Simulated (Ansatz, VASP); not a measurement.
**Two plane-wave programs on P**

Contents of INCAR:

```
SYSTEM = P
PREC     = Accurate       ! precision mode
ENCUT    = 600            ! plane-wave cutoff, eV
EDIFF    = 1E-6           ! SCF threshold, eV
ISMEAR   = 0              ! smearing method
SIGMA    = 0.1            ! smearing width, eV
LREAL    = .False.        ! projectors in reciprocal space
LASPH    = .True.         ! aspherical terms in the spheres
NELM     = 100            ! most SCF steps
ALGO     = Normal         ! electronic algorithm
ISIF     = 3              ! what is computed and relaxed
LWAVE    = .False.        ! write WAVECAR
LCHARG   = .False.        ! write CHGCAR
GGA      = PE             ! functional
IBRION   = 2              ! ionic algorithm
NSW      = 90             ! ionic steps
EDIFFG   = -0.04          ! ionic threshold
```

Contents of KPOINTS:

```
Automatic mesh
0
Gamma
  6 6 6
  0 0 0
```

Contents of POSCAR:

```
P
1.0
   -2.5651342700      2.5651342700      2.5651342700
    2.5651342700     -2.5651342700      2.5651342700
    2.5651342700      2.5651342700     -2.5651342700
P
3
Direct
    0.0000000000      0.5000000000      0.5000000000
    0.5000000000      0.0000000000      0.5000000000
    0.5000000000      0.5000000000      0.0000000000
```

Input for Ansatz:

```yaml
crystal:
  lattice:
    - [-2.56513427, 2.56513427, 2.56513427]
    - [2.56513427, -2.56513427, 2.56513427]
    - [2.56513427, 2.56513427, -2.56513427]
  atoms:
    - { symbol: P, position: [0.0, 0.5, 0.5] }
    - { symbol: P, position: [0.5, 0.0, 0.5] }
    - { symbol: P, position: [0.5, 0.5, 0.0] }
basis:
  ecutwfc: 420
kpoints:
  mp_grid: { grid: [6, 6, 6] }
hamiltonian:
  xc: pbe
scf:
  occupations: { method: gaussian, width: 0.1 }
  lower_state_search: "off"
output:
  forces: true
  stress: true
  eigenvalues: true
relax:
  adjacent_minimum: "off"
  f_tol: 0.04
  max_steps: 70
  cell: { stress_tol: 0.4 }
```

Alike in both runs: task relaxation of cell and atoms; functional PBE; k mesh 6 × 6 × 6; occupations gaussian, width 0.1 eV; no spin polarisation.

```csv
,VASP,Ansatz
version,VASP 6.6.1,Ansatz 0.2.0
potentials or method,"VASP PAW PBE potentials, release 64 (P)","scalar-relativistic, plane waves, PAW"
plane-wave cutoff (eV),600,420
valence electrons in the cell,15,15
```

```tsv
	VASP	Ansatz	Ansatz less VASP
gap on the k mesh at the Fermi level, each at its own relaxed structure (eV)	none	none	-
relaxed volume (Å³/atom)	17.06	17.04	-0.014
relaxed cell length with the largest relative difference (Å)	4.051	4.050	-0.0011
energy change over the relaxation (meV/atom)	-289	-285	+3.7
```

A gap of «none» marks a metal or a gap that the smearing closes.

Caveats: the volume moved by over 15 % at a fixed basis, so the end points are rough (VASP).
